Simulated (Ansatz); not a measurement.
# Bi (C2/m) in Ansatz: notebook, part 2 of 2

Ansatz 0.2.0.

## 3. Relaxation of cell and atoms, PBEsol, target pressure 10 GPa, at which the enthalpy is minimised

Input file input.yaml:

```yaml
crystal:
  lattice:
    - [3.488598, -3.132578, 0.0]
    - [3.488598, 3.132578, 0.0]
    - [-1.260235, 0.0, 3.11355]
  atoms:
    - { symbol: Bi, position: [0.753061, 0.753061, 0.857382] }
    - { symbol: Bi, position: [0.246939, 0.246939, 0.142618] }
hamiltonian:
  xc: pbesol
  pseudopotentials: { kind: paw }
kpoints:
  mp_grid: { grid: [6, 6, 9] }
scf:
  occupations: { method: fermi_dirac, width: 0.05 }
output:
  forces: true
  stress: true
  eigenvalues: true
  write_density: true
  write_potential: true
  elf: true
  volumetric_format: npy
relax:
  f_tol: 0.01
  max_steps: 40
  cell: { stress_tol: 0.05, p_target: 10.0 }
```

Potentials or basis: Ansatz PAW.

The run is started by

```
ansatz run input.yaml --threads 2 --pin off --max-ram 5632MiB --backend cpu --events-out ev --progress --plain --runs-dir out
```

Output:

```text
Warning: RAYON_NUM_THREADS=2 ignored (pool sized by the plan → 2); use --threads N
Engine: ansatz 0.2.0, aarch64-unknown-linux-gnu
Pseudopotentials: kind: paw
Pseudopotential: Bi, paw, valence charge 15, recommended cutoff 420 eV (normal), Bi.paw.azcp
Functional definition: PBEsol
  exchange = pbesol_x
  correlation = pbesol_c
Crystal: 2 atoms, lattice volume = 68.052 Å³
Basis set: ecut = 420 eV, 1329 PW (Γ), exchange–correlation on 64×64×48 points (8 copies of the dense FFT grid, shifted against one another)
Bands: 19, of which v1, the nominal top of the filled ones, is band 15 counted from 1 (14 counted from 0)
Symmetry: 4 space group operations
Space group: C2/m (ITA 12), of the structure as read, at distance tolerance 4.1e-5 Å
k-points: 97 of 324
Non-local potential: Bi, projectors of the file, l = 0: 2, l = 1: 2, l = 2: 2, l = 3: 2
PAW form: soft (Blöchl's): semilocal exchange-correlation on the pseudo side does not see the compensation charge
PAW frozen core: Bi, regenerated for the run's functional, and the local potential with it (the file was generated under x = pbe(κ = 0.804, μ = 0.2195149727645171), c = pbe(β = 0.06672455060314922))
PAW one-centre angular grid: Bi, 590 points (default); XC on 64 Gauss nodes
Initial density: superposition of atomic densities (neutral atoms: chi_scale 0, normalization atom), corrected by the library's trained network
Initial wavefunctions: pseudopotential atomic-orbital guess
Functional: x = pbesol(κ = 0.804, μ = 0.12345679012345678), c = pbesol(β = 0.046)
SCF iter   1: F=—  HF=-24483.938298 eV  |F-HF|=—  |Δ(HF+E_count)|=         —  Δρ=1.55e-3  dr2=1.85e-3  ethr=1.77e-3  ⟨swp⟩=6.4  Hψ=9093  notcnv=0
preconditioner: auto → Kerker (q_TF=auto, 2.380 Å⁻¹)  [metal: Δε(μ)=0.059 eV  Ē_g=20.255 eV  σ=0.050 eV  W_gap=0.28  n_scr=16 (ndim 8)  ℏωp=24.7 eV  f_vac=0.000  D(μ)=0.97/eV (n_scr^D=4)]
SCF iter   2: F=—  HF=-24483.936781 eV  |F-HF|=—  |Δ(HF+E_count)|=   1.52e-3  Δρ=1.06e-3  dr2=9.30e-4  ethr=6.16e-6  ⟨swp⟩=2.4  Hψ=3825  notcnv=0
SCF iter   3: F=—  HF=-24483.936603 eV  |F-HF|=—  |Δ(HF+E_count)|=   1.78e-4  Δρ=5.81e-4  dr2=1.44e-4  ethr=3.10e-6  ⟨swp⟩=2.0  Hψ=3290  notcnv=0
SCF iter   4: F=—  HF=-24483.936541 eV  |F-HF|=—  |Δ(HF+E_count)|=   6.18e-5  Δρ=2.60e-4  dr2=3.47e-5  ethr=4.81e-7  ⟨swp⟩=2.9  Hψ=3444  notcnv=0
SCF iter   5: F=—  HF=-24483.936529 eV  |F-HF|=—  |Δ(HF+E_count)|=   1.24e-5  Δρ=3.58e-5  dr2=9.96e-7  ethr=1.16e-7  ⟨swp⟩=2.0  Hψ=3012  notcnv=0
SCF iter   6: F=—  HF=-24483.936529 eV  |F-HF|=—  |Δ(HF+E_count)|=   1.76e-7  Δρ=1.76e-5  dr2=1.49e-7  ethr=3.32e-9  ⟨swp⟩=2.0  Hψ=3287  notcnv=0
SCF iter   7: F=-24483.936529 eV  HF=-24483.936529 eV  |F-HF|=2.72e-8  |Δ(HF+E_count)|=   4.68e-8  Δρ=7.40e-6  dr2=2.72e-8  ethr=3.33e-10  ⟨swp⟩=8.9  Hψ=12373  notcnv=0
SCF 1 converged in 7 iterations: F = -24483.936529 eV  dr2 = 2.72e-8
[... 93 lines left out ...]
Free energy (F): -24483.730022 eV
Harris-Foulkes:  -24483.730022 eV  (|F-HF|=0.00e0)
Internal energy: -24483.724173 eV  (E = F + TS)
E sigma→0 (E₀):  -24483.727097 eV
Entropy (-TS):   -0.005849 eV (-2.925 meV/atom)
Fermi energy:    13.390633 eV
--- Per-component energies (eV) ---
  E_band       = -119.176735
  E_kinetic    = 610.399981
  E_local      = -2698.113774  (includes V_loc(G=0)·N_el)
  E_nonlocal   = 1123.585518
  E_hartree    = 855.336964
  E_xc         = -303.358889
  E_vxc        = -291.999491  (∫ρ·V_xc dr)
  E_paw        = -21018.687601  (= ΣΔE_a)
  E_vpaw       = -573.721953  (= ΣTr[D̂ρ^β])
  E_aug_tail   = -0.000927  (compensation charges beyond the density's cutoff)
  E_ewald      = -3053.064950
  E_core_change = 0.179504  (= ΣΔE_core)
  E_smearing   = -0.005849  (= −TS)
  E_closure    = 0.000000  (closes the sum)
  Σ components = -24483.730022   (vs F -24483.730022, Δ=0.00e0)
--- Forces (eV/Å), atoms counted from 1 ---
  atom   1  Bi     0.00027568     0.00000000     0.00092377
  atom   2  Bi    -0.00027568    -0.00000000    -0.00092377
  max |Σ_I F_I| component: 0.00e0 eV/Å
--- Stress (GPa, compression-positive) ---
        9.995716       0.000000       0.008952
        0.000000       9.964122      -0.000000
        0.008952      -0.000000       9.978282
  P = ⅓ Tr σ = 9.9794 GPa (99.794 kbar)
--- Band table (eV; the first three rows and the last of 97) ---
  k-point 0: bands = ["-9.8826", "-9.7744", "-9.7692", "-9.7242", "-9.6187", "-9.5197", "-9.4674", "-9.4495", "-9.4190", "-9.2786", "-1.1608", "4.5784", "9.5194", "10.0318", "15.7647", "16.9123", "17.0668", "18.3099", "18.5876"]
  k-point 1: bands = ["-9.8675", "-9.7495", "-9.7204", "-9.7156", "-9.6269", "-9.5305", "-9.4823", "-9.4697", "-9.4234", "-9.2891", "-0.9583", "4.6119", "9.6908", "10.3352", "14.8820", "15.9820", "16.7933", "17.5821", "18.1725"]
  k-point 2: bands = ["-9.8299", "-9.6928", "-9.6716", "-9.6451", "-9.6138", "-9.5567", "-9.5211", "-9.5151", "-9.4371", "-9.3183", "-0.3562", "4.6781", "10.1843", "11.1421", "12.1791", "15.0093", "16.6123", "16.6638", "17.3686"]
  k-point 96: bands = ["-9.7048", "-9.6716", "-9.6392", "-9.6340", "-9.5990", "-9.5623", "-9.5377", "-9.5042", "-9.4165", "-9.3747", "2.8880", "3.7962", "9.0224", "10.2067", "10.3504", "11.6594", "13.6272", "14.5323", "21.3379"]
--- Relaxed structure (8 steps of the walk, 8 accepted, 1 SCFs on fresh bases) ---
  F+E_penalty+E_count = -24483.73002194 eV   max|allowed force component| = 9.238e-4 eV/Å   (the final SCF, on the basis selected at the relaxed cell)
  cell:  # Å, volume = 56.0277 Å³
    - [3.1920302678154693, -2.8770269391765426, 0.08990853475024216]
    - [3.1920302678154693, 2.8770269391765426, 0.08990853475024213]
    - [-1.0728589382292861, -2.0724469925950006e-17, 3.0202152849640402]
  atoms:
    - { symbol: Bi, position: [0.7480657967011539, 0.7480657967011539, 0.8211575369266729] }
    - { symbol: Bi, position: [0.25193420329884597, 0.25193420329884597, 0.17884246307332713] }
```

v_z.tsv:

```text
# z_ang	v_es[eV]	v_tot[eV]
# format = ansatz-planar-average/11
# xc	pbesol
# density_cutoff_ev	1680
# datasets	Bi=:simpson_from_first_knot:soft:shift=-1419528
# lattice	3.192030268	-2.877026939	0.089908535
# lattice	3.192030268	2.877026939	0.089908535
# lattice	-1.072858938	-0.000000000	3.020215285
# sites	2
# site	83	3.894711128	-0.000000000	2.614587544
# site	83	1.416490470	0.000000000	0.585444811
0.000000	1.346165e0	-1.056050e1
0.133546	1.365712e0	-1.048196e1
0.267092	1.418690e0	-1.027157e1
0.400639	1.555776e0	-9.926496e0
0.534185	1.915886e0	-9.334816e0
0.667731	2.601465e0	-8.391061e0
[... 16 lines left out ...]
2.938017	1.418690e0	-1.027157e1
3.071563	1.365712e0	-1.048196e1
```

It took 37 s on 2 threads of Arm Neoverse V2, shared host; peak memory 0.4 GiB.

Results:

```yaml
Free_energy: -24483.7300 eV
Relaxed_volume: 28.01 Å³/atom
Relaxed_cell: a = 4.298 Å, b = 4.298 Å, c = 3.205 Å, α = 103.23°, β = 103.23°, γ = 84.04°
Space_group_after_relaxing_to_0.05_Å: C2/m (No. 12)
Energy_change_on_relaxing_the_enthalpy_is_what_falls: +103.3 meV/atom
Ionic_steps: 9
Pressure_after_relaxing: 10.0 GPa
Band_gap_on_the_k_mesh: none (metal or under the smearing width)
```

The path:
```csv
step,energy change (eV),largest force (eV/Å),volume (Å³)
1,0.0000,0.0593,68.05
2,0.0740,0.2028,59.09
3,0.2399,0.1080,55.74
4,0.2376,0.1114,55.59
5,0.1931,0.0350,56.24
6,0.1973,0.0165,56.17
7,0.2041,0.0070,56.04
8,0.2046,0.0010,56.03
9,0.2065,0.0010,56.03
```

Final structure:
```yaml
crystal:
  lattice:
    - [3.19203, -2.87703, 0.08991]
    - [3.19203, 2.87703, 0.08991]
    - [-1.07286, 0.00000, 3.02022]
  atoms:
    - { symbol: Bi, position: [0.74807, 0.74807, 0.82116] }
    - { symbol: Bi, position: [0.25193, 0.25193, 0.17884] }
```

Levels at points of the mesh, in eV from the Fermi level:
| k point | band 11 | band 12 | band 13 | band 14 | band 15 | band 16 | band 17 | band 18 | band 19 |
| --- | --- | --- | --- | --- | --- | --- | --- | --- | --- |
| (0.00, 0.00, 0.00) | -14.55 | -8.81 | -3.87 | -3.36 | 2.37 | 3.52 | 3.68 | 4.92 | 5.20 |
| (0.00, -0.50, 0.00) | -12.51 | -12.47 | -1.22 | -1.15 | -0.66 | -0.66 | 3.43 | 5.16 | 7.82 |
| (-0.50, -0.50, 0.00) | -11.97 | -11.36 | -6.24 | -6.19 | 2.94 | 4.93 | 6.62 | 7.29 | 8.54 |

Caveat: the volume moved by over 15 % at a fixed basis, so the end points are rough; the plane-wave basis is chosen anew once the cell has moved, so the energies of steps on either side of that aren't comparable; spin-orbit coupling is left out, which moves the levels of the heavy elements; the PAW data sets come from PBE, with cores solved anew for the run's functional, which leaves a small shift of forces and pressure.

## 4. Relaxation of cell and atoms, PBEsol, target pressure 20 GPa, at which the enthalpy is minimised

Changes to input.yaml since step 3:

```diff
@@ -19,6 +19,2 @@
   eigenvalues: true
-  write_density: true
-  write_potential: true
-  elf: true
-  volumetric_format: npy
 relax:
@@ -26,2 +22,2 @@
   max_steps: 40
-  cell: { stress_tol: 0.05, p_target: 10.0 }
+  cell: { stress_tol: 0.05, p_target: 20.0 }
```

The run is started by

```
ansatz run input.yaml --threads 2 --pin off --max-ram 5632MiB --backend cpu --events-out ev --progress --plain --runs-dir out
```

Run time: 54 s. Hardware: 2 threads of Arm Neoverse V2, shared host; peak memory 0.4 GiB.

Results (log left out):

- Free energy: -24483.2430 eV
- Relaxed volume: 25.33 Å³/atom
- Relaxed cell: a = 4.082 Å, b = 4.082 Å, c = 3.184 Å, α = 101.90°, β = 101.90°, γ = 83.42°
- Space group after relaxing (to 0.05 Å): C2/m (No. 12)
- Energy change on relaxing (the enthalpy is what falls): +346.8 meV/atom
- Ionic steps: 13
- Pressure after relaxing: 20.0 GPa
- Band gap on the k mesh: none (metal or under the smearing width)

Step by step:
```tsv
step	energy change (eV)	largest force (eV/Å)	volume (Å³)
1	0.0000	0.0593	68.05
2	0.0875	0.1988	58.75
3	0.7365	0.2026	50.93
4	0.6478	0.1052	51.30
5	0.6593	0.1937	51.15
6	0.6288	0.0708	51.32
7	0.6622	0.0741	50.95
8	0.6820	0.0310	50.75
9	0.6926	0.0014	50.66
10	0.6925	0.0074	50.66
11	0.6891	0.0028	50.68
12	0.6912	0.0003	50.67
13	0.6935	0.0003	50.67
```

Final structure:
```
Bi
1.0
     3.04533   -2.71609    0.11676
     3.04533    2.71609    0.11676
    -0.99590    0.00000    3.02460
Bi
2
Direct
  0.74999 0.74999 0.75008
  0.25001 0.25001 0.24992
```

Levels at points of the mesh, in eV from the Fermi level:
| k point | band 13 | band 14 | band 15 | band 16 | band 17 | band 18 |
| --- | --- | --- | --- | --- | --- | --- |
| (0.00, 0.00, 0.00) | -4.12 | -3.49 | 2.36 | 2.49 | 3.95 | 5.95 |
| (0.00, -0.50, 0.00) | -1.12 | -1.12 | -0.22 | -0.22 | 3.92 | 3.93 |
| (-0.50, -0.50, 0.00) | -6.94 | -6.77 | 2.09 | 6.50 | 6.79 | 7.77 |

Caveat: the volume moved by over 15 % at a fixed basis, so the end points are rough; the plane-wave basis is chosen anew once the cell has moved, so the energies of steps on either side of that aren't comparable; spin-orbit coupling is left out, which moves the levels of the heavy elements; the PAW data sets come from PBE, with cores solved anew for the run's functional, which leaves a small shift of forces and pressure.

## 5. Relaxation of cell and atoms, PBEsol, target pressure 30 GPa, at which the enthalpy is minimised

Changes to input.yaml since step 4:

```diff
@@ -19,2 +19,6 @@
   eigenvalues: true
+  write_density: true
+  write_potential: true
+  elf: true
+  volumetric_format: npy
 relax:
@@ -22,2 +26,2 @@
   max_steps: 40
-  cell: { stress_tol: 0.05, p_target: 20.0 }
+  cell: { stress_tol: 0.05, p_target: 30.0 }
```

The run is started by

```
ansatz run input.yaml --threads 2 --pin off --max-ram 5632MiB --backend cpu --events-out ev --progress --plain --runs-dir out
```

It took 74 s on 2 threads of Arm Neoverse V2, shared host; peak memory 0.41 GiB.

The run converged. Its results:

```
Free energy                                            : -24482.8255 eV
Relaxed volume                                         : 23.03 Å³/atom
Relaxed cell                                           : a = 3.676 Å, b = 3.676 Å, c = 3.410 Å, α = 90.24°, β = 90.24°, γ = 90.00°
Space group after relaxing (to 0.05 Å)                 : I4/mmm (No. 139)
Energy change on relaxing (the enthalpy is what falls) : +555.5 meV/atom
Ionic steps                                            : 18
Pressure after relaxing                                : 30.0 GPa
Band gap on the k mesh                                 : none (metal or under the smearing width)
```

The path:
```tsv
step	energy change (eV)	largest force (eV/Å)	volume (Å³)
1	0.0000	0.0593	68.05
2	0.0914	0.1946	58.66
3	0.8130	0.2934	50.47
4	1.0679	0.1532	48.56
5	1.2818	0.3688	47.17
6	1.3248	0.3704	46.20
7	1.3544	0.4511	45.32
8	1.2324	0.2448	45.54
9	1.2194	0.1371	45.57
10	1.1261	0.0354	46.02
11	1.0909	0.1378	46.20
12	1.1274	0.0006	46.00
13	1.1192	0.0003	46.03
14	1.1174	0.0003	46.03
15	1.1134	0.0000	46.06
16	1.1102	0.0001	46.07
17	1.1110	0.0000	46.07
18	1.1110	0.0000	46.07
```

Final structure:
```cif
data_structure
_symmetry_space_group_name_H-M 'P 1'
_symmetry_Int_Tables_number 1
_cell_length_a 3.6756
_cell_length_b 3.6756
_cell_length_c 3.4099
_cell_angle_alpha 90.244
_cell_angle_beta 90.244
_cell_angle_gamma 90.003
_cell_volume 46.07
loop_
_atom_site_label
_atom_site_type_symbol
_atom_site_fract_x
_atom_site_fract_y
_atom_site_fract_z
_atom_site_occupancy
Bi1 Bi 0.75000 0.75000 0.75000 1
Bi2 Bi 0.25000 0.25000 0.25000 1
```

Levels at points of the mesh, in eV from the Fermi level:
```
             k point  band 12  band 13  band 14  band 15  band 16  band 17  band 18  band 19
  (0.00, 0.00, 0.00)    -7.33    -3.16    -3.16    -1.49     2.83     3.87     7.22     7.22
 (0.00, -0.50, 0.00)   -13.13    -0.07    -0.07     0.45     0.45     2.05     2.05     5.52
(-0.50, -0.50, 0.00)   -11.36    -7.30    -7.30     2.98     2.98     5.10     5.11     8.25
```

Caveat: the volume moved by over 15 % at a fixed basis, so the end points are rough; the plane-wave basis is chosen anew once the cell has moved, so the energies of steps on either side of that aren't comparable; spin-orbit coupling is left out, which moves the levels of the heavy elements; the PAW data sets come from PBE, with cores solved anew for the run's functional, which leaves a small shift of forces and pressure.

## 6. Overview

```tsv
cell	target pressure (GPa)	gap on the mesh (eV)	pressure (GPa)
relaxed to 5 GPa	5	none	5.0
relaxed to 10 GPa	10	none	10.0
relaxed to 20 GPa	20	none	20.0
relaxed to 30 GPa	30	none	30.0
```

Alike in all rows: task relaxation of cell and atoms; level PBEsol; potentials or basis Ansatz PAW; no spin polarisation; k mesh 6 × 6 × 9; cutoff (eV) 420; smearing fermi-dirac 0.05 eV.

Caveats: the plane-wave basis is chosen anew once the cell has moved, so the energies of steps on either side of that aren't comparable; spin-orbit coupling is left out, which moves the levels of the heavy elements; the PAW data sets come from PBE, with cores solved anew for the run's functional, which leaves a small shift of forces and pressure; the volume moved by over 15 % at a fixed basis, so the end points are rough (some runs).

Total energies depend on the potentials used, so only differences within one code and one set of settings carry meaning.
